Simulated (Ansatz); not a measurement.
## How far is PAW off for ZnAu?

```xyz
2
Lattice="3.1470 0.0000 0.0000 0.0000 3.1470 0.0000 0.0000 0.0000 3.1470" Properties=species:S:1:pos:R:3 pbc="T T T"
Zn    1.5735    1.5735    1.5735
Au    0.0000    0.0000    0.0000
```

Atom numbers follow the list: Zn1, Au2.

The cell is COD entry 1510322, as deposited and not checked against the literature; nothing was relaxed.

Spin–orbit coupling is left out, though it moves levels of the heavy atoms by tenths of an eV or more.

All numbers are computed: DFT, PBE, PAW with Ansatz's default frozen-core files, scalar-relativistic (Ansatz 0.2.0); DFT, PBE, all-electron LAPW, scalar-relativistic (Ansatz 0.2.0).

For PAW: a Γ-centred 13×13×13 k mesh, Fermi–Dirac smearing of 0.05 eV, cutoff 420 eV, no spin polarisation. LAPW targets a basis error of 0.5 meV/atom. The Ansatz runs share mesh, smearing and spin set-up. Plane-wave (PAW) pressures include the program's estimate of the Pulay term.

Stress and pressure are positive in compression.

Levels count from the Fermi level.

PAW results:

| quantity | PAW |
| --- | --- |
| pressure (GPa) | 4.86 |
| highest filled level at R (eV) | -3.162 |
| lowest empty level at R (eV) | 1.344 |
| highest filled level at M (eV) | -2.044 |
| lowest empty level at M (eV) | 0.796 |

(1) What does all-electron LAPW give for the same quantities?

## Answers

(1) 
```
                      quantity    LAPW
                pressure (GPa)    4.87
highest filled level at R (eV)  -3.162
  lowest empty level at R (eV)   1.345
highest filled level at M (eV)  -2.043
  lowest empty level at M (eV)   0.794
```
